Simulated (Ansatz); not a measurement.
The system is Zr.

```
Zr
1.0
     3.23200    0.00000    0.00000
    -1.61600    2.79899    0.00000
     0.00000    0.00000    5.14700
Zr
2
Direct
  0.66667 0.33333 0.75000
  0.33333 0.66667 0.25000
```

Program: Ansatz 0.2.0. Alike in all runs: cell as given; k mesh 9 × 9 × 5.

**Question.** Order these runs on this cell by their pressure, lowest first.
A. level r2SCAN+D3(BJ); potentials or basis JTH PAW; spin off; cutoff (eV) 990; smearing methfessel-paxton 0.01 eV
B. level BLYP; potentials or basis Ansatz PAW; spin off; cutoff (eV) 420; smearing fermi-dirac 0.05 eV; points for each segment of the path 14
C. level PBEsol; potentials or basis Ansatz PAW; spin off; cutoff (eV) 420; smearing fermi-dirac 0.05 eV; points for each segment of the path 14
D. level LDA; potentials or basis Ansatz PAW; spin SOC, no magnetisation; cutoff (eV) 420; smearing tetrahedron; driver chain
E. level PBE; potentials or basis Ansatz PAW; spin off; cutoff (eV) 420; smearing gaussian 0.012 eV

**Answer.** D (-6.1 GPa), C (-3.3 GPa), A (-1.0 GPa), E (0.6 GPa), B (3.6 GPa).

Caveats: the PAW data sets come from PBE, with cores solved anew for the run's functional, which leaves a small shift of forces and pressure (some runs); the potentials were made for another functional, which shifts forces and pressure (some runs); pairwise dispersion overbinds metals, which lowers pressure and volume (some runs).

Not every run made on this cell is shown here.
